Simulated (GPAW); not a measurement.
The system is Si2Ni.

```
Ni Si
1.0
     0.00000    2.70300    2.70300
     2.70300    0.00000    2.70300
     2.70300    2.70300    0.00000
Ni Si
1 2
Direct
  0.00000 0.00000 0.00000
  0.75000 0.75000 0.75000
  0.25000 0.25000 0.25000
```

Base run:

| Item | Value |
| --- | --- |
| Program | GPAW 26.7.0 |
| Functional | PBE |
| Potentials or basis | GPAW PAW data sets (gpaw-data 1.2.1) |
| Cutoff | 600 eV |
| Basis | pw |
| k mesh | 9 × 9 × 9 |
| Occupations | fermi-dirac, width 0.05 eV |
| Spin | collinear spin, ferromagnetic start |
| Starting moments | [1.0, 0.0, 0.0] μB |

Its results: pressure 5.0 GPa; net moment 0.00 μB per cell.

**Question.** After a change of settings the same cell gave: pressure 1.8 GPa; net moment 0.00 μB per cell. Which change was it?
A. functional from PBE to revPBE; potentials or basis from GPAW PAW data sets (gpaw-data 1.2.1) to the program's PAW data sets (release 1.2.1) made for this functional
B. functional from PBE to BLYP; potentials or basis from GPAW PAW data sets (gpaw-data 1.2.1) to PAW data sets generated in the run's folder for this functional
C. functional from PBE to TPSS
D. functional from PBE to LDA; potentials or basis from GPAW PAW data sets (gpaw-data 1.2.1) to the program's PAW data sets (release 1.2.1) made for this functional

**Answer.** C.

Caveats: the stock nickel data set gives pressures a few GPa off other programs; the PAW data sets were made with another functional, which shifts forces and pressure a little (some runs).
